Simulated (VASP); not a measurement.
Here is a VASP 6.6.1 calculation.

The input POSCAR:

```
SiC
1.0
    0.0000000000      2.1790000000      2.1790000000
    2.1790000000      0.0000000000      2.1790000000
    2.1790000000      2.1790000000      0.0000000000
Si C
1 1
Direct
    0.0000000000      0.0000000000      0.0000000000
    0.2500000000      0.2500000000      0.2500000000
```

File INCAR.step1:

```
ALGO     = Fast           # electronic algorithm
EDIFF    = 1E-8           # SCF threshold, eV
EDIFFG   = -0.002         # ionic threshold
ENCUT    = 600            # plane-wave cutoff, eV
GGA      = PE             # functional
IBRION   = 2              # ionic algorithm
ISIF     = 3              # what is computed and relaxed
ISMEAR   = 0              # smearing method
LASPH    = True           # aspherical terms in the spheres
LCHARG   = False          # write CHGCAR
LREAL    = False          # projectors in reciprocal space
LWAVE    = False          # write WAVECAR
NELM     = 100            # most SCF steps
NSW      = 40             # ionic steps
PREC     = Accurate       # precision mode
SIGMA    = 0.02           # smearing width, eV
```

Contents of INCAR.step2:

```
ALGO     = Fast           # electronic algorithm
EDIFF    = 1E-8           # SCF threshold, eV
ENCUT    = 600            # plane-wave cutoff, eV
GGA      = PE             # functional
IBRION   = 6              # ionic algorithm
ISIF     = 2              # what is computed and relaxed
ISMEAR   = 0              # smearing method
LASPH    = True           # aspherical terms in the spheres
LCHARG   = False          # write CHGCAR
LREAL    = False          # projectors in reciprocal space
LWAVE    = False          # write WAVECAR
NELM     = 100            # most SCF steps
NFREE    = 2            
NSW      = 1              # ionic steps
POTIM    = 0.015          # step
PREC     = Accurate       # precision mode
SIGMA    = 0.02           # smearing width, eV
```

The input KPOINTS:

```
k-points
0
Gamma
  10 10 10
```

Potentials or basis: VASP PAW PBE potentials, release 64 (Si, C).

Command:

```console
$ cat potpaw_PBE.64/Si/POTCAR potpaw_PBE.64/C/POTCAR > POTCAR
$ cp INCAR.step1 INCAR
$ mpirun -np 1 vasp_std > vasp.out
$ cp CONTCAR POSCAR
$ cp INCAR.step2 INCAR
$ mpirun -np 1 vasp_std > vasp.out
```

Question: Estimate the highest phonon frequency at Γ, LO-TO splitting left out.

Answer: 775 cm⁻¹.

Question: What does it give for the space group after relaxing (to 0.05 Å)?

Answer: F-43m (No. 216).

Question: Predict the relaxed cell.

Answer: a = 3.096 Å, b = 3.096 Å, c = 3.096 Å, α = 60.00°, β = 60.00°, γ = 60.00°.

Question: What does it give for the relaxed volume?

Answer: 10.49 Å³/atom.

Phonon frequencies in cm⁻¹ (negative: imaginary):
```tsv
q point	frequencies
(0.000, 0.000, 0.000)	0 0 0 775 775 775
```
